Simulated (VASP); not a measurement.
# KTaO3 (Pm-3m) in VASP: notebook, part 2 of 2

VASP 6.6.1. The steps go on from the part before.

**4. Relaxation of cell and atoms, PBE**

This run uses another cell than the first one, of 12.96 Å³/atom, 1.021 times its volume.

The input, INCAR:

```
SYSTEM = KTaO3
ALGO     = Normal         ! electronic algorithm
EDIFF    = 1E-7           ! SCF threshold, eV
EDIFFG   = -0.005         ! ionic threshold
ENCUT    = 300            ! plane-wave cutoff, eV
GGA      = PE             ! functional
IBRION   = 2              ! ionic algorithm
ISIF     = 3              ! what is computed and relaxed
ISMEAR   = 0              ! smearing method
LASPH    = .TRUE.         ! aspherical terms in the spheres
LCHARG   = .FALSE.        ! write CHGCAR
LREAL    = .FALSE.        ! projectors in reciprocal space
LWAVE    = .FALSE.        ! write WAVECAR
NELM     = 80             ! most SCF steps
NSW      = 90             ! ionic steps
PREC     = Accurate       ! precision mode
SIGMA    = 0.03           ! smearing width, eV
```

The input, KPOINTS:

```
k-points
0
G
  4 4 4
  0 0 0
```

The input, POSCAR:

```
KTaO3                                   
1.0
    4.0164851375     -0.0000000000     -0.0000000000
   -0.0000000000      4.0164851375     -0.0000000000
   -0.0000000000     -0.0000000000      4.0164851375
  K               Ta              O             
     1     1     3
Direct
     0.5000000000000000    0.5000000000000000    0.5000000000000000
     0.0000000000000000    0.0000000000000000    0.0000000000000000
     0.5000000000000000    0.0000000000000000    0.0000000000000000
     0.0000000000000000    0.5000000000000000    0.0000000000000000
     0.0000000000000000    0.0000000000000000    0.5000000000000000
```

Potentials or basis: VASP PAW PBE potentials, release 64 (K_sv, Ta_pv, O_s).

Command:

```
> cat potpaw_PBE.64/K_sv/POTCAR potpaw_PBE.64/Ta_pv/POTCAR potpaw_PBE.64/O_s/POTCAR > POTCAR
> mpirun -np 1 vasp_std > vasp.out
```

OUTCAR:

```text
SYSTEM = KTaO3
   EDIFF = 1E-7
   EDIFFG = -0.005
   ENCUT = 300
   GGA = PE
   IBRION = 2
   ISIF = 3
   ISMEAR = 0
   LASPH = .TRUE.
   LREAL = .FALSE.
   NELM = 80
   NSW = 90
   PREC = Accurate

 ion  position               nearest neighbor table
   1  0.500  0.500  0.500-   3 2.84   4 2.84   5 2.84   3 2.84   4 2.84   3 2.84   5 2.84   3 2.84
                             4 2.84   5 2.84   4 2.84   5 2.84   2 3.48   2 3.48   2 3.48   2 3.48
   2  0.000  0.000  0.000-   3 2.01   4 2.01   5 2.01   5 2.01   4 2.01   3 2.01   1 3.48   1 3.48
                             1 3.48   1 3.48   1 3.48   1 3.48   1 3.48   1 3.48
   3  0.500  0.000  0.000-   2 2.01   2 2.01   1 2.84   1 2.84   1 2.84   1 2.84
   4  0.000  0.500  0.000-   2 2.01   2 2.01   1 2.84   1 2.84   1 2.84   1 2.84
   5  0.000  0.000  0.500-   2 2.01   2 2.01   1 2.84   1 2.84   1 2.84   1 2.84

  LATTYP: Found a simple cubic cell.
 ALAT       =     4.0164851375

  Lattice vectors:

 A1 = (   4.0164851375,   0.0000000000,   0.0000000000)
 A2 = (   0.0000000000,   4.0164851375,   0.0000000000)
 A3 = (   0.0000000000,   0.0000000000,   4.0164851375)

Analysis of symmetry for initial positions (statically):
=====================================================================
 Subroutine PRICEL returns:
 Original cell was already a primitive cell.

[... 155 lines left out ...]

 Free energy of the ion-electron system (eV)
  ---------------------------------------------------
  ext. energy  EPLUGINS =         0.00000000
  ---------------------------------------------------
  free energy    TOTEN  =       -41.02527232 eV

  energy without entropy =      -41.02527232  energy(sigma->0) =      -41.02527232

------------------------ aborting loop because EDIFF is reached ----------------------------------------

  FORCE on cell =-STRESS in cart. coord.  units (eV):
  Direction    XX          YY          ZZ          XY          YZ          ZX
  --------------------------------------------------------------------------------------
  -------------------------------------------------------------------------------------
  Total        0.1062168      0.1062168      0.1062168      0.0000000      0.0000000     -0.0000000
  in kB        2.6264274      2.6264274      2.6264274      0.0000000      0.0000000     -0.0000000
  external PRESSURE =       2.6264274 kB  Pullay stress =       0.0000000 kB
[... 65 lines left out ...]
--------------------------------------- Ionic step        3  -------------------------------------------

 number of electron      38.0000015 magnetization

 Free energy of the ion-electron system (eV)
  ---------------------------------------------------
  ext. energy  EPLUGINS =         0.00000000
  ---------------------------------------------------
  free energy    TOTEN  =       -41.02533745 eV

  energy without entropy =      -41.02533745  energy(sigma->0) =      -41.02533745

 E-fermi :   2.0605     XC(G=0): -10.7637

 val. band max:        1.9222462681   @ k =   0.5000   0.5000   0.5000
 cond. band min:       4.0291500168   @ k =   0.0000   0.0000   0.0000
 fundamental gap:      2.1069037487
 Fermi energy:         2.0605191637

 k-point     1 :       0.0000    0.0000    0.0000
  band No.  band energies     occupation
      1     -32.3445      2.00000
      2     -32.3445      2.00000
      3     -32.3445      2.00000
      4     -25.4264      2.00000
      5     -15.5483      2.00000
      6     -14.8474      2.00000
[... 281 lines left out ...]
  FREE ENERGIE OF THE ION-ELECTRON SYSTEM (eV)
  ---------------------------------------------------
  free  energy   TOTEN  =       -41.0253374498 eV

  energy  without entropy=      -41.0253374498  energy(sigma->0) =      -41.02533745

 reached required accuracy - stopping structural energy minimisation
```

OSZICAR:

```text
N       E                     dE             d eps       ncg     rms          rms(c)
DAV:   1     0.228715807011E+03    0.22872E+03   -0.15973E+04   468   0.111E+03
DAV:   2    -0.396409465985E+02   -0.26836E+03   -0.26590E+03   502   0.385E+02
DAV:   3    -0.495624189252E+02   -0.99215E+01   -0.99035E+01   721   0.746E+01
[... 28 lines left out ...]
DAV:   4    -0.410253322051E+02    0.16254E-04   -0.73863E-05   638   0.645E-02    0.393E-02
DAV:   5    -0.410253364302E+02   -0.42251E-05   -0.74214E-06   717   0.164E-02    0.475E-03
DAV:   6    -0.410253369492E+02   -0.51899E-06   -0.88230E-07   680   0.711E-03    0.250E-03
DAV:   7    -0.410253374421E+02   -0.49293E-06   -0.36901E-08   363   0.143E-03    0.321E-04
DAV:   8    -0.410253374498E+02   -0.76502E-08   -0.66274E-09   293   0.653E-04
   3 F= -.41025337E+02 E0= -.41025337E+02  d E =-.651274E-04
```

CONTCAR:

```text
KTaO3
   1.00000000000000
     4.0181355509127847    0.0000000000000000   -0.0000000000000000
     0.0000000000000000    4.0181355509127847    0.0000000000000000
    -0.0000000000000000    0.0000000000000000    4.0181355509127847
  K               Ta              O
     1     1     3
Direct
     0.5000000000000000    0.5000000000000000    0.5000000000000000
     0.0000000000000000    0.0000000000000000    0.0000000000000000
     0.5000000000000000    0.0000000000000000    0.0000000000000000
     0.0000000000000000    0.5000000000000000    0.0000000000000000
     0.0000000000000000    0.0000000000000000    0.5000000000000000

  0.00000000E+00  0.00000000E+00  0.00000000E+00
  0.00000000E+00  0.00000000E+00  0.00000000E+00
  0.00000000E+00  0.00000000E+00  0.00000000E+00
  0.00000000E+00  0.00000000E+00  0.00000000E+00
  0.00000000E+00  0.00000000E+00  0.00000000E+00
```

Wall time 24 s (1 thread of AMD EPYC 7R13 (Zen 3), shared host); peak memory 0.11 GiB.

These settings aren't checked as converged: the numbers below hold their error.

Results:

```yaml
Free_energy: -41.0253 eV
Relaxed_volume: 12.97 Å³/atom
Relaxed_cell: a = 4.018 Å, b = 4.018 Å, c = 4.018 Å, α = 90.00°, β = 90.00°, γ = 90.00°
Space_group_after_relaxing_to_0.05_Å: Pm-3m (No. 221)
Energy_gained_by_relaxing: 0.0 meV/atom
Ionic_steps: 3
Band_gap_on_the_k_mesh: 2.11 eV, indirect (least direct gap 2.75 eV)
```

Caveat: the cutoff is under 1.25 times the usual one of these potentials, so pressure, stress and relaxed cells hold a basis-set (Pulay) error; spin-orbit coupling is left out, which moves the levels of the heavy elements.
